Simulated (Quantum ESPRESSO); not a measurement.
# SiC (Moissanite) (P6_3mc) in Quantum ESPRESSO: convergence with k mesh

Aim: find how far k mesh must go before the results for SiC (Moissanite) settle, at PBE. This setting moves, with any that are tied to it; all else stays.

All numbers are computed with Quantum ESPRESSO 7.5; they aren't measurements. Logs are shortened: lines on timing, memory, paths and dates and some standing lists are left out, and cuts for length are marked.

## 1. The crystal as given

It takes space group P6_3mc (No. 186, hexagonal). Conventional cell: a = 3.076 Å, b = 3.076 Å, c = 5.048 Å, α = 90.00°, β = 90.00°, γ = 120.00°. Si (site symmetry 3m) is surrounded by 4 C at 1.87 to 1.94 Å. Around C (site symmetry 3m) lie 4 Si at 1.87 to 1.94 Å.

## 2. With k mesh 2 × 2 × 1

pw.in

```
&CONTROL
  calculation = 'scf'
  prefix = 'pwscf'
  outdir = './tmp'
  pseudo_dir = './pseudo'
  tprnfor = .true.
  tstress = .true.
  disk_io = 'nowf'
/
&SYSTEM
  ibrav = 0
  nat = 4
  ntyp = 2
  ecutwfc = 36
  ecutrho = 216
  nbnd = 14
  occupations = 'smearing'
  smearing = 'fd'
  degauss = 0.00367493
/
&ELECTRONS
  conv_thr = 8d-10
  electron_maxstep = 120
  mixing_beta = 0.5
/
ATOMIC_SPECIES
Si    28.0850 Si.GGA_PBE-JTH.UPF
C     12.0110 C.GGA_PBE-JTH.UPF
CELL_PARAMETERS angstrom
   3.0760000000    0.0000000000    0.0000000000
  -1.5380000000    2.6638941420    0.0000000000
   0.0000000000    0.0000000000    5.0480000000
ATOMIC_POSITIONS crystal
Si     0.6666666667    0.3333333333    0.5000000000
Si     0.3333333333    0.6666666667    0.0000000000
C      0.6666666667    0.3333333333    0.8850000000
C      0.3333333333    0.6666666667    0.3850000000
K_POINTS automatic
2 2 1 0 0 0
```

Potentials or basis: JTH 2.0 PBE.

The run is started by

```
$ OMP_NUM_THREADS=1 pw.x -in pw.in > pw.out
```

pw.out:

```text
This program is part of the open-source Quantum ESPRESSO suite
     for quantum simulation of materials; please cite
         "P. Giannozzi et al., J. Phys.:Condens. Matter 21 395502 (2009);
         "P. Giannozzi et al., J. Phys.:Condens. Matter 29 465901 (2017);
         "P. Giannozzi et al., J. Chem. Phys. 152 154105 (2020);
     in publications or presentations arising from this work. More details at

     file Si.GGA_PBE-JTH.UPF: wavefunction(s)  0S 0P renormalized
     file C.GGA_PBE-JTH.UPF: wavefunction(s)  0S 2P 0P renormalized
     Message from routine setup:
     using ibrav=0 with symmetry is DISCOURAGED, use correct ibrav instead

     G-vector sticks info
     --------------------
     sticks:   dense  smooth     PW     G-vecs:    dense   smooth      PW
     Sum         499     337    109                14967     8149    1365

     Using Slab Decomposition

     bravais-lattice index     =            0
     lattice parameter (alat)  =       5.8128  a.u.
     unit-cell volume          =     279.1382 (a.u.)^3
     number of atoms/cell      =            4
     number of atomic types    =            2
     number of electrons       =        16.00
     number of Kohn-Sham states=           14
     kinetic-energy cutoff     =      36.0000  Ry
     charge density cutoff     =     216.0000  Ry
     scf convergence threshold =      8.0E-10
     mixing beta               =       0.5000
     number of iterations used =            8  plain     mixing
     Exchange-correlation= SLA PW PBX PBC
                           (   1   4   3   4   0   0   0)

     celldm(1)=   5.812798  celldm(2)=   0.000000  celldm(3)=   0.000000
     celldm(4)=   0.000000  celldm(5)=   0.000000  celldm(6)=   0.000000

     crystal axes: (cart. coord. in units of alat)
               a(1) = (   1.000000   0.000000   0.000000 )
               a(2) = (  -0.500000   0.866025   0.000000 )
               a(3) = (   0.000000   0.000000   1.641092 )

     reciprocal axes: (cart. coord. in units 2 pi/alat)
               b(1) = (  1.000000  0.577350 -0.000000 )
               b(2) = (  0.000000  1.154701  0.000000 )
               b(3) = (  0.000000 -0.000000  0.609350 )

     PseudoPot. # 1 for Si read from file:
     Si.GGA_PBE-JTH.UPF
     Pseudo is Projector augmented-wave + core cor, Zval =  4.0
     Generated using ATOMPAW code
     Shape of augmentation charge: BESSEL
     Using radial grid of  988 points,  4 beta functions with:
                l(1) =   0
                l(2) =   0
                l(3) =   1
                l(4) =   1
     Q(r) pseudized with 0 coefficients

     PseudoPot. # 2 for C  read from file:
     C.GGA_PBE-JTH.UPF
     Pseudo is Projector augmented-wave + core cor, Zval =  4.0
     Generated using ATOMPAW code
     Shape of augmentation charge: SINC**2
     Using radial grid of  920 points,  4 beta functions with:
                l(1) =   0
                l(2) =   0
                l(3) =   1
                l(4) =   1
     Q(r) pseudized with 0 coefficients

     atomic species   valence    mass     pseudopotential
     Si                4.00    28.08500     Si( 1.00)
     C                 4.00    12.01100     C ( 1.00)

     12 Sym. Ops. (no inversion) found ( 6 have fractional translation)

   Cartesian axes

     site n.     atom                  positions (alat units)
         1        Si     tau(   1) = (   0.5000000   0.2886751   0.8205462  )
         2        Si     tau(   2) = (  -0.0000000   0.5773503   0.0000000  )
         3        C      tau(   3) = (   0.5000000   0.2886751   1.4523667  )
         4        C      tau(   4) = (  -0.0000000   0.5773503   0.6318205  )

     number of k points=     2  Fermi-Dirac smearing, width (Ry)=  0.0037
                       cart. coord. in units 2pi/alat
        k(    1) = (   0.0000000   0.0000000   0.0000000), wk =   0.5000000
        k(    2) = (   0.0000000  -0.5773503   0.0000000), wk =   1.5000000

     Dense  grid:    14967 G-vectors     FFT dimensions: (  27,  27,  48)

     Smooth grid:     8149 G-vectors     FFT dimensions: (  24,  24,  40)

     Check: negative core charge=   -0.000059

     Initial potential from superposition of free atoms

     starting charge      15.9988, renormalised to      16.0000

     negative rho (up, down):  9.164E-03 0.000E+00
     Starting wfcs are   32 randomized atomic wfcs

     Self-consistent Calculation

     iteration #  1     ecut=    36.00 Ry     beta= 0.50
     Davidson diagonalization with overlap
     ethr =  1.00E-02,  avg # of iterations =  3.0

     negative rho (up, down):  8.391E-03 0.000E+00

     total energy              =    -130.04205427 Ry
     estimated scf accuracy    <       0.98752237 Ry

     iteration #  2     ecut=    36.00 Ry     beta= 0.50
     Davidson diagonalization with overlap
     ethr =  6.17E-03,  avg # of iterations =  2.0

     negative rho (up, down):  9.346E-03 0.000E+00

     total energy              =    -130.28076291 Ry
     estimated scf accuracy    <       0.04844888 Ry

     iteration #  3     ecut=    36.00 Ry     beta= 0.50
     Davidson diagonalization with overlap
     ethr =  3.03E-04,  avg # of iterations =  4.5

     negative rho (up, down):  1.021E-02 0.000E+00

     total energy              =    -130.28404039 Ry
     estimated scf accuracy    <       0.00835352 Ry

     iteration #  4     ecut=    36.00 Ry     beta= 0.50
     Davidson diagonalization with overlap
     ethr =  5.22E-05,  avg # of iterations =  2.0

     negative rho (up, down):  1.008E-02 0.000E+00

     total energy              =    -130.28457704 Ry
     estimated scf accuracy    <       0.00108111 Ry

     iteration #  5     ecut=    36.00 Ry     beta= 0.50
     Davidson diagonalization with overlap
     ethr =  6.76E-06,  avg # of iterations =  2.0

     negative rho (up, down):  1.006E-02 0.000E+00

     total energy              =    -130.28469786 Ry
     estimated scf accuracy    <       0.00004176 Ry

     iteration #  6     ecut=    36.00 Ry     beta= 0.50
     Davidson diagonalization with overlap
     ethr =  2.61E-07,  avg # of iterations =  4.0

     negative rho (up, down):  1.006E-02 0.000E+00

     total energy              =    -130.28471893 Ry
     estimated scf accuracy    <       0.00000646 Ry

     iteration #  7     ecut=    36.00 Ry     beta= 0.50
     Davidson diagonalization with overlap
     ethr =  4.04E-08,  avg # of iterations =  3.5

     negative rho (up, down):  1.007E-02 0.000E+00

     total energy              =    -130.28472123 Ry
     estimated scf accuracy    <       0.00000117 Ry

     iteration #  8     ecut=    36.00 Ry     beta= 0.50
     Davidson diagonalization with overlap
     ethr =  7.30E-09,  avg # of iterations =  5.0

     negative rho (up, down):  1.007E-02 0.000E+00

     total energy              =    -130.28472252 Ry
     estimated scf accuracy    <       0.00000003 Ry

     iteration #  9     ecut=    36.00 Ry     beta= 0.50
     Davidson diagonalization with overlap
     ethr =  1.94E-10,  avg # of iterations =  6.5

     negative rho (up, down):  1.006E-02 0.000E+00

     total energy              =    -130.28472256 Ry
     estimated scf accuracy    <          3.3E-09 Ry

     iteration # 10     ecut=    36.00 Ry     beta= 0.50
     Davidson diagonalization with overlap
     ethr =  2.06E-11,  avg # of iterations =  5.5

     negative rho (up, down):  1.006E-02 0.000E+00

     End of self-consistent calculation

          k = 0.0000 0.0000 0.0000 (  1039 PWs)   bands (ev):

    -5.8354  -2.2860   1.1436   8.4201   8.4201   9.7485   9.7485   9.9613
    14.4972  15.9155  16.3179  16.3179  17.3998  18.5794

          k = 0.0000-0.5774 0.0000 (  1024 PWs)   bands (ev):

    -2.4781  -0.9959   1.9051   3.3689   4.4261   6.3880   6.6105   8.4955
    12.4525  14.1079  16.6549  17.0536  19.5640  19.8944

     the Fermi energy is    11.2061 ev

!    total energy              =    -130.28472256 Ry
     total all-electron energy =      -130.284723 Ry
     estimated scf accuracy    <          3.9E-10 Ry
     smearing contrib. (-TS)   =      -0.00000000 Ry
     internal energy E=F+TS    =    -130.28472256 Ry

     The total energy is F=E-TS. E is the sum of the following terms:
     one-electron contribution =      12.02479674 Ry
     hartree contribution      =       4.91648233 Ry
     xc contribution           =     -18.66559440 Ry
     ewald contribution        =     -41.78918922 Ry
     one-center paw contrib.   =     -86.77121802 Ry

     convergence has been achieved in  10 iterations

     negative rho (up, down):  1.006E-02 0.000E+00

     Forces acting on atoms (cartesian axes, Ry/au):

     atom    1 type  1   force =     0.00000000    0.00000000   -0.00910575
     atom    2 type  1   force =     0.00000000   -0.00000000   -0.00910575
     atom    3 type  2   force =     0.00000000    0.00000000    0.00910575
     atom    4 type  2   force =     0.00000000    0.00000000    0.00910575

     Total force =     0.018212     Total SCF correction =     0.000004

     Computing stress (Cartesian axis) and pressure

     negative rho (up, down):  1.006E-02 0.000E+00
          total   stress  (Ry/bohr**3)                   (kbar)     P=       32.73
   0.00082218   0.00000000   0.00000000          120.95        0.00        0.00
   0.00000000   0.00082218   0.00000000            0.00      120.95        0.00
   0.00000000   0.00000000  -0.00097687            0.00        0.00     -143.70

=------------------------------------------------------------------------------=
   JOB DONE.
=------------------------------------------------------------------------------=
```

Run time: 3.9 s. Hardware: 1 thread of Intel Xeon at 2.70GHz, shared host; peak memory 0.05 GiB.

What came out:

```yaml
Free_energy: -1772.6140 eV
Largest_force: 0.234 eV/Å
Band_gap_on_the_k_mesh: 2.49 eV, indirect (least direct gap 3.96 eV)
```

## 3. With k mesh 3 × 3 × 2

pw.in: that of step 2 with these lines changed.

```diff
@@ -38,2 +38,2 @@
 K_POINTS automatic
-2 2 1 0 0 0
+3 3 2 0 0 0
```

Potentials or basis: JTH 2.0 PBE.

The run is started by

```
$ OMP_NUM_THREADS=1 pw.x -in pw.in > pw.out
```

It took 6.7 s on 1 thread of Intel Xeon at 2.70GHz, shared host; peak memory 0.05 GiB.

What came out:

```yaml
Free_energy: -1773.6685 eV
Largest_force: 0.581 eV/Å
Band_gap_on_the_k_mesh: 2.27 eV, indirect (least direct gap 4.35 eV)
```

## 4. With k mesh 4 × 4 × 2

pw.in: that of step 3 with these lines changed.

```diff
@@ -38,2 +38,2 @@
 K_POINTS automatic
-3 3 2 0 0 0
+4 4 2 0 0 0
```

The run is started by

```
$ OMP_NUM_THREADS=1 pw.x -in pw.in > pw.out
```

It took 5.1 s on 1 thread of Intel Xeon at 2.70GHz, shared host; peak memory 0.05 GiB.

Results:

- Free energy: -1774.0416 eV
- Largest force: 0.680 eV/Å
- Band gap on the k mesh: 2.57 eV, indirect (least direct gap 4.07 eV)

## 5. With k mesh 6 × 6 × 3

pw.in: that of step 4 with these lines changed.

```diff
@@ -38,2 +38,2 @@
 K_POINTS automatic
-4 4 2 0 0 0
+6 6 3 0 0 0
```

The run is started by

```
$ OMP_NUM_THREADS=1 pw.x -in pw.in > pw.out
```

Wall time 5.9 s (1 thread of Intel Xeon at 2.70GHz, shared host); peak memory 0.05 GiB.

Results:

```
Free energy            : -1774.1435 eV
Largest force          : 0.747 eV/Å
Band gap on the k mesh : 2.33 eV, indirect (least direct gap 4.09 eV)
```

## 6. With k mesh 8 × 8 × 4

pw.in: that of step 5 with these lines changed.

```diff
@@ -38,2 +38,2 @@
 K_POINTS automatic
-6 6 3 0 0 0
+8 8 4 0 0 0
```

Potentials or basis: JTH 2.0 PBE.

The run is started by

```
$ OMP_NUM_THREADS=1 pw.x -in pw.in > pw.out
```

It took 10 s on 1 thread of Intel Xeon at 2.70GHz, shared host; peak memory 0.05 GiB.

The run converged. Its results:

```
Free energy            : -1774.1602 eV
Largest force          : 0.747 eV/Å
Band gap on the k mesh : 2.59 eV, indirect (least direct gap 4.09 eV)
```

## 7. With k mesh 9 × 9 × 4

pw.in: that of step 6 with these lines changed.

```diff
@@ -38,2 +38,2 @@
 K_POINTS automatic
-8 8 4 0 0 0
+9 9 4 0 0 0
```

The run is started by

```
$ OMP_NUM_THREADS=1 pw.x -in pw.in > pw.out
```

It took 11 s on 1 thread of Intel Xeon at 2.70GHz, shared host; peak memory 0.05 GiB.

It converged, with:

| Property | Result |
| --- | --- |
| Free energy | -1774.1610 eV |
| Largest force | 0.748 eV/Å |
| Band gap on the k mesh | 2.33 eV, indirect (least direct gap 4.13 eV) |

## 8. With k mesh 10 × 10 × 5

pw.in: that of step 7 with these lines changed.

```diff
@@ -38,2 +38,2 @@
 K_POINTS automatic
-9 9 4 0 0 0
+10 10 5 0 0 0
```

The run is started by

```
$ OMP_NUM_THREADS=1 pw.x -in pw.in > pw.out
```

Wall time 15 s (1 thread of Intel Xeon at 2.70GHz, shared host); peak memory 0.06 GiB.

It converged, with:

- Free energy: -1774.1605 eV
- Largest force: 0.749 eV/Å
- Band gap on the k mesh: 2.49 eV, indirect (least direct gap 4.09 eV)

## 9. With k mesh 12 × 12 × 6

pw.in: that of step 8 with these lines changed.

```diff
@@ -38,2 +38,2 @@
 K_POINTS automatic
-10 10 5 0 0 0
+12 12 6 0 0 0
```

Potentials or basis: JTH 2.0 PBE.

The run is started by

```
$ OMP_NUM_THREADS=1 pw.x -in pw.in > pw.out
```

It took 20 s on 1 thread of Intel Xeon at 2.70GHz, shared host; peak memory 0.06 GiB.

The run converged. Its results:

- Free energy: -1774.1607 eV
- Largest force: 0.749 eV/Å
- Band gap on the k mesh: 2.33 eV, indirect (least direct gap 4.09 eV)

## 10. With k mesh 14 × 14 × 7

pw.in: that of step 9 with these lines changed.

```diff
@@ -38,2 +38,2 @@
 K_POINTS automatic
-12 12 6 0 0 0
+14 14 7 0 0 0
```

The run is started by

```
$ OMP_NUM_THREADS=1 pw.x -in pw.in > pw.out
```

It took 22 s on 1 thread of Intel Xeon at 2.70GHz, shared host; peak memory 0.07 GiB.

Results (log left out):

- Free energy: -1774.1607 eV
- Largest force: 0.749 eV/Å
- Band gap on the k mesh: 2.42 eV, indirect (least direct gap 4.09 eV)

## 11. Summary

| k mesh | energy less the tightest run, at zero smearing (meV/atom) | largest force (eV/Å) | gap on the mesh (eV) | SCF cycles | CPU time (s) | peak memory (GiB) |
| --- | --- | --- | --- | --- | --- | --- |
| 2 × 2 × 1 | 386.69 | 0.234 | 2.491 | 10 | 3.9 | 0.05 |
| 3 × 3 × 2 | 123.05 | 0.581 | 2.266 | 10 | 6.6 | 0.05 |
| 4 × 4 × 2 | 29.79 | 0.680 | 2.569 | 9 | 5.1 | 0.05 |
| 6 × 6 × 3 | 4.31 | 0.747 | 2.327 | 9 | 5.9 | 0.05 |
| 8 × 8 × 4 | 0.12 | 0.747 | 2.588 | 9 | 10 | 0.05 |
| 9 × 9 × 4 | -0.06 | 0.748 | 2.332 | 10 | 11 | 0.05 |
| 10 × 10 × 5 | 0.06 | 0.749 | 2.489 | 9 | 15 | 0.06 |
| 12 × 12 × 6 | 0.00 | 0.749 | 2.332 | 9 | 20 | 0.06 |
| 14 × 14 × 7 | 0.00 | 0.749 | 2.416 | 9 | 22 | 0.07 |

Against the tightest run, the energy stays within 1 meV/atom from 8 × 8 × 4 on; the largest force stays within 0.005 eV/Å from 6 × 6 × 3 on. Not settled before the last step: the gap on the mesh (to 0.01 eV). Meshes of other sizes hit other points, so gaps and Fermi surfaces needn't settle smoothly. The tightest run that finished is the yardstick and may itself not be fully converged.

Caveats: the cutoff is low for these files, which shifts pressure and relaxed volume; an odd mesh through Γ misses points on the zone boundary, where band edges often lie.
